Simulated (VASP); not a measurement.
# ZrSe2 (P-3m1) in VASP: notebook

One crystal, ZrSe2, is run at these levels: PBE; tasks: single point.

All numbers are computed with VASP 6.6.1; they aren't measurements. Logs are shortened: lines on timing, memory, paths and dates and some standing lists are left out, and cuts for length are marked.

## (1) Starting point

The structure is trigonal, space group P-3m1 (No. 164). The conventional cell has a = 3.798 Å, b = 3.798 Å, c = 6.192 Å, α = 90.00°, β = 90.00°, γ = 120.00°. Around Zr (site symmetry -3m) lie 6 Se at 2.68 Å. Around Se (site symmetry 3m) lie 3 Zr at 2.68 Å.

## (2) Single point, PBE, spin-orbit coupling, no magnetisation

INCAR reads:

```
ALGO = Normal
EDIFF = 1E-7
ENCUT = 300
GGA = PE
GGA_COMPAT = False
ISIF = 2
ISMEAR = 0
LASPH = True
LCHARG = False
LMAXMIX = 4
LORBIT = 11
LREAL = False
LSORBIT = True
LWAVE = False
MAGMOM = 0 0 0 0 0 0 0 0 0
NBANDS = 40
NELM = 100
PREC = Accurate
SIGMA = 0.02
```

KPOINTS reads:

```
k-points
0
Gamma
  8 8 5
```

POSCAR reads:

```
ZrSe2
1.0
    3.7980000000      0.0000000000      0.0000000000
   -1.8990000000      3.2891644836      0.0000000000
    0.0000000000      0.0000000000      6.1920000000
Zr Se
1 2
Direct
    0.0000000000      0.0000000000      0.0000000000
    0.6666666667      0.3333333333      0.7500000000
    0.3333333333      0.6666666667      0.2500000000
```

Potentials or basis: VASP PAW PBE potentials, release 64 (Zr_sv, Se).

Started as:

```
$ cat potpaw_PBE.64/Zr_sv/POTCAR potpaw_PBE.64/Se/POTCAR > POTCAR
$ mpirun -np 1 vasp_ncl > vasp.out
```

OUTCAR:

```text
EDIFF = 1E-7
   ENCUT = 300
   GGA = PE
   ISIF = 2
   ISMEAR = 0
   LASPH = True
   LORBIT = 11
   LREAL = False
   LSORBIT = True
   NELM = 100
   PREC = Accurate

 Found     40 irreducible k-points:

 Following reciprocal coordinates:
            Coordinates               Weight
  0.000000  0.000000  0.000000      1.000000
  0.125000 -0.000000  0.000000      6.000000
  0.250000 -0.000000  0.000000      6.000000
  0.375000 -0.000000  0.000000      6.000000
  0.500000 -0.000000  0.000000      3.000000
  0.125000  0.125000  0.000000      6.000000
   k-points           NKPTS =     40   k-points in BZ     NKDIM =     40   number of bands    NBANDS=     40
   number of dos      NEDOS =    301   number of ions     NIONS =      3
   total plane-waves  NPLWV =  20736
   dimension x,y,z NGX =    24 NGY =   24 NGZ =   36
   dimension x,y,z NGXF=    48 NGYF=   48 NGZF=   72
   ions per type =               1   2
   NGX,Y,Z   is equivalent  to a cutoff of  10.51, 10.51,  9.67 a.u.
   NGXF,Y,Z  is equivalent  to a cutoff of  21.01, 21.01, 19.33 a.u.
 SYSTEM =  unknown system
   PREC   = accura    normal or accurate (medium, high low for compatibility)
   ISTART =      0    job   : 0-new  1-cont  2-samecut
   ICHARG =      2    charge: 1-file 2-atom 10-const
   ISPIN  =      1    spin polarized calculation?
   LNONCOLLINEAR =      T non collinear calculations
   LSORBIT =      T    spin-orbit coupling
   LASPH  =      T    aspherical Exc in radial PAW
   ENCUT  =  300.0 eV  22.05 Ry    4.70 a.u.   5.36  5.36  8.74*2*pi/ulx,y,z
   NELM   =    100;   NELMIN=  2; NELMDL= -5     # of ELM steps
   EDIFF  = 0.1E-06   stopping-criterion for ELM
   LREAL  =      F    real-space projection
   EDIFFG = 0.1E-05   stopping-criterion for IOM
   NSW    =      0    number of steps for IOM
   IBRION =     -1    ionic relax: 0-MD 1-quasi-New 2-CG
   NFREE  =      0    steps in history (QN), initial steepest desc. (CG)
   ISIF   =      2    stress and relaxation
   ISYM   =      2    0-nonsym 1-usesym 2-fastsym
   POTIM  = 0.5000    time-step for ionic-motion
   TEBEG  =    0.0;   TEEND  =   0.0 temperature during run
   PSTRESS=    0.0 pullay stress
   NELECT =      24.0000    total number of electrons
   NUPDOWN=      -1.0000    fix difference up-down
   EMIN   =  10.00;   EMAX   =-10.00  energy-range for DOS
   EFERMI =   0.00;   METHOD = LEGACY
   ISMEAR =     0;   SIGMA  =   0.02  broadening in eV -4-tet -1-fermi 0-gaus
   EFERMI_NEDOS =   21; number of points for ismear=-14 and -15
   IALGO  =     38    algorithm
   IMIX   =      4    mixing-type and parameters
[... 285 lines left out ...]
  Total        0.6405498      0.6405498      1.4656592     -0.0000000      0.0000000      0.0000000
  in kB       13.2675872     13.2675872     30.3579245     -0.0000000      0.0000000      0.0000000
  external PRESSURE =      18.9643663 kB  Pullay stress =       0.0000000 kB

 VOLUME and BASIS-vectors are now :
 -----------------------------------------------------------------------------
  energy-cutoff  :      300.00
  volume of cell :       77.35
      direct lattice vectors                 reciprocal lattice vectors
     3.798000000  0.000000000  0.000000000     0.263296472  0.152014289  0.000000000
    -1.899000000  3.289164484  0.000000000     0.000000000  0.304028578  0.000000000
     0.000000000  0.000000000  6.192000000     0.000000000  0.000000000  0.161498708

 POSITION                                       TOTAL-FORCE (eV/Angst)
 -----------------------------------------------------------------------------------
      0.00000      0.00000      0.00000         0.000000      0.000000      0.000000
      1.89900      1.09639      4.64400        -0.000000     -0.000000     -0.315489
     -0.00000      2.19278      1.54800         0.000000      0.000000      0.315489
 -----------------------------------------------------------------------------------
    total drift:                               -0.000000      0.000000      0.000000

  FREE ENERGIE OF THE ION-ELECTRON SYSTEM (eV)
  ---------------------------------------------------
  free  energy   TOTEN  =       -19.6699998224 eV

  energy  without entropy=      -19.6699998224  energy(sigma->0) =      -19.66999982

 Spin-Orbit-Coupling matrix elements

 Ion:    1  E_soc:     -0.1397830
 l=   1
     0.0000000    -0.0222421    -0.0222562
    -0.0222421     0.0000000    -0.0222421
    -0.0222562    -0.0222421     0.0000000
 l=   2
     0.0000000    -0.0002729     0.0000000    -0.0002729    -0.0006542
    -0.0002729     0.0000000    -0.0005030    -0.0003996    -0.0002729
     0.0000000    -0.0005030     0.0000000    -0.0005030     0.0000000
    -0.0002729    -0.0003996    -0.0005030     0.0000000    -0.0002729
    -0.0006542    -0.0002729     0.0000000    -0.0002729     0.0000000
 l=   3
     0.0000000     0.0000000     0.0000000     0.0000000     0.0000000     0.0000000     0.0000000
     0.0000000     0.0000000     0.0000000     0.0000000     0.0000000     0.0000000     0.0000000
     0.0000000     0.0000000     0.0000000     0.0000000     0.0000000     0.0000000     0.0000000
     0.0000000     0.0000000     0.0000000     0.0000000     0.0000000     0.0000000     0.0000000
[... 29 lines left out ...]
 l=   2
     0.0000000     0.0000009     0.0000000     0.0000009     0.0000021
     0.0000009     0.0000000     0.0000044     0.0000044     0.0000009
     0.0000000     0.0000044     0.0000000     0.0000044     0.0000000
     0.0000009     0.0000044     0.0000044     0.0000000     0.0000009
     0.0000021     0.0000009     0.0000000     0.0000009     0.0000000
 l=   3
     0.0000000     0.0000000     0.0000000     0.0000000     0.0000000     0.0000000     0.0000000
     0.0000000     0.0000000     0.0000000     0.0000000     0.0000000     0.0000000     0.0000000
     0.0000000     0.0000000     0.0000000     0.0000000     0.0000000     0.0000000     0.0000000
     0.0000000     0.0000000     0.0000000     0.0000000     0.0000000     0.0000000     0.0000000
     0.0000000     0.0000000     0.0000000     0.0000000     0.0000000     0.0000000     0.0000000
     0.0000000     0.0000000     0.0000000     0.0000000     0.0000000     0.0000000     0.0000000
     0.0000000     0.0000000     0.0000000     0.0000000     0.0000000     0.0000000     0.0000000

 total charge

# of ion       s       p       d       tot
------------------------------------------
    1        2.166   6.006   1.465   9.637
    2        1.462   2.406   0.028   3.896
    3        1.462   2.406   0.028   3.896
--------------------------------------------------
tot          5.090  10.818   1.521  17.429

 magnetization (x)

# of ion       s       p       d       tot
------------------------------------------
    1        0.000   0.000   0.000   0.000
    2       -0.000   0.000   0.000  -0.000
    3       -0.000   0.000   0.000  -0.000
--------------------------------------------------
tot         -0.000   0.000   0.000  -0.000

 magnetization (y)

# of ion       s       p       d       tot
------------------------------------------
    1        0.000   0.000   0.000   0.000
    2       -0.000   0.000   0.000  -0.000
    3       -0.000   0.000   0.000   0.000
--------------------------------------------------
tot         -0.000   0.000   0.000   0.000

 magnetization (z)

# of ion       s       p       d       tot
------------------------------------------
    1       -0.000  -0.000   0.000  -0.000
    2        0.000   0.000   0.000   0.000
    3        0.000   0.000   0.000   0.000
--------------------------------------------------
tot         -0.000  -0.000   0.000  -0.000
```

Run time: 2.1 min. Hardware: 1 thread of Intel Xeon Platinum 8488C (Sapphire Rapids), shared host; peak memory 0.28 GiB.

These settings aren't checked as converged: the numbers below hold their error.

Results:

```
Free energy                                           : -19.6700 eV
Pressure                                              : 1.9 GPa
Largest force                                         : 0.315 eV/Å
Valence electrons inside the program's atomic spheres : Zr 9.64; Se 3.90
```

Caveat: this functional lacks dispersion, which binds the layers, so the pressure and a relaxed spacing across them are unreliable.

## (3) Single point, PBE, spin-orbit coupling, no magnetisation

Edit INCAR of step 2 so:

```diff
@@ -2,3 +2,3 @@
 EDIFF = 1E-7
-ENCUT = 300
+ENCUT = 500
 GGA = PE
```

KPOINTS reads:

```
k-points
0
Gamma
  7 7 4
```

POSCAR is that of step 2.

Potentials or basis: VASP PAW PBE potentials, release 64 (Zr_sv, Se).

Started as:

```
$ cat potpaw_PBE.64/Zr_sv/POTCAR potpaw_PBE.64/Se/POTCAR > POTCAR
$ mpirun -np 1 vasp_ncl > vasp.out
```

Wall time 2.8 min (1 thread of Intel Xeon Platinum 8488C (Sapphire Rapids), shared host); peak memory 0.39 GiB.

These settings aren't checked as converged: the numbers below hold their error.

What came out:

```
Free energy                                           : -19.6709 eV
Pressure                                              : 2.1 GPa
Largest force                                         : 0.300 eV/Å
Valence electrons inside the program's atomic spheres : Zr 9.64; Se 3.90
```

Caveat: this functional lacks dispersion, which binds the layers, so the pressure and a relaxed spacing across them are unreliable.

## (4) Single point, PBE, spin-orbit coupling, no magnetisation

Edit INCAR of step 3 so:

```diff
@@ -2,3 +2,3 @@
 EDIFF = 1E-7
-ENCUT = 500
+ENCUT = 600
 GGA = PE
```

KPOINTS is that of step 3.

POSCAR is that of step 3.

Started as:

```
$ cat potpaw_PBE.64/Zr_sv/POTCAR potpaw_PBE.64/Se/POTCAR > POTCAR
$ mpirun -np 1 vasp_ncl > vasp.out
```

Wall time 3.8 min (1 thread of Intel Xeon Platinum 8488C (Sapphire Rapids), shared host); peak memory 0.46 GiB.

The run converged, but some of its settings lie outside the range that counts as converged, so its numbers aren't taken as properties of the crystal.

What came out:

```
Free energy                                           : -19.6710 eV
Pressure                                              : 2.1 GPa
Largest force                                         : 0.299 eV/Å
Valence electrons inside the program's atomic spheres : Zr 9.64; Se 3.90
```

Caveat: this functional lacks dispersion, which binds the layers, so the pressure and a relaxed spacing across them are unreliable.
